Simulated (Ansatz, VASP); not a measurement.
# SnO (Romarchite): VASP beside Ansatz

```
Sn O
1.0
     3.89731    0.00000    0.00000
     0.00000    3.89731    0.00000
     0.00000    0.00000    4.96659
Sn O
2 2
Direct
  0.50000 0.00000 0.23690
  0.00000 0.50000 0.76310
  0.00000 0.00000 0.00000
  0.50000 0.50000 0.00000
```

Alike in both runs: task single point; functional PBE; k mesh 5 × 5 × 4; occupations fermi-dirac, width 0.05 eV; no spin polarisation.

|  | VASP | Ansatz |
| --- | --- | --- |
| version | VASP 6.6.1 | Ansatz 0.2.0 |
| potentials or method | VASP PAW PBE potentials, release 64 (Sn_d, O) | plane waves, PAW |
| plane-wave cutoff (eV) | 520 | 500 |
| valence electrons in the cell | 40 | 40 |

VASP gave:

| Quantity | Value |
| --- | --- |
| pressure (GPa) | -1.9 |
| largest component of the traceless stress (GPa) | 0.32 |

Task: Which values does Ansatz return?

Result: Pressure (GPa): -2.1; largest component of the traceless stress (GPa): 0.31.

Caveats: spin-orbit coupling is left out, which moves the levels of the heavy elements; an odd mesh through Γ misses points on the zone boundary, where band edges often lie. A hybrid or GW would open this gap; PBE tends to underestimate it.
